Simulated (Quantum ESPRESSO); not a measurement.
A run of Quantum ESPRESSO 7.5:

The input pw.in:

```
&CONTROL
  calculation = 'scf'
  prefix = 'pwscf'
  outdir = './tmp'
  pseudo_dir = './pseudo'
  tprnfor = .true.
  tstress = .true.
  disk_io = 'low'
/
&SYSTEM
  ibrav = 0
  celldm(1) = 8
  nat = 2
  ntyp = 1
  ecutwfc = 56
  ecutrho = 448
  nbnd = 20
  occupations = 'smearing'
  smearing = 'fd'
  degauss = 0.00367493
/
&ELECTRONS
  conv_thr = 4d-10
  electron_maxstep = 120
  mixing_beta = 0.5
/
ATOMIC_SPECIES
Ta   180.9479 ta_pbesol_v1.uspp.F.UPF
CELL_PARAMETERS alat
  0.6851136095909   0.0000000000000   0.0000000000000
 -0.3425568047955   0.5933257903845   0.0000000000000
  0.0000000000000   0.0000000000000   1.2203553680969
ATOMIC_POSITIONS crystal
Ta     0.3333333333    0.6666666667    0.2500000000
Ta     0.6666666667    0.3333333333    0.7500000000
K_POINTS automatic
11 11 5 0 0 0
```

Contents of pp_density.in:

```
&INPUTPP
  prefix = 'pwscf'
  outdir = './tmp'
  filplot = 'density.dat'
  plot_num = 0
/
&PLOT
  nfile = 1
  filepp(1) = 'density.dat'
  iflag = 3
  output_format = 6
  fileout = 'density.cube'
/
```

pp_potential.in

```
&INPUTPP
  prefix = 'pwscf'
  outdir = './tmp'
  filplot = 'potential.dat'
  plot_num = 11
/
&PLOT
  nfile = 1
  filepp(1) = 'potential.dat'
  iflag = 3
  output_format = 6
  fileout = 'potential.cube'
/
```

Potentials or basis: GBRV 1.5 PBEsol.

The run is started by

```console
$ OMP_NUM_THREADS=1 mpirun -n 2 pw.x -nk 2 -in pw.in > pw.out
$ OMP_NUM_THREADS=1 mpirun -n 1 pp.x -in pp_density.in > pp_density.out
$ OMP_NUM_THREADS=1 mpirun -n 1 pp.x -in pp_potential.in > pp_potential.out
```

Hardware: 2 MPI ranks on Arm Neoverse V1 (shared host).

**Question.** How long does it take, and how much memory?

**Answer.** It took 21 s on 2 MPI ranks on Arm Neoverse V1, on a shared host, peak memory 0.38 GiB a rank. Counts: scf iterations 8, k pools 2, bands 20, k points 48, g dense 40625.
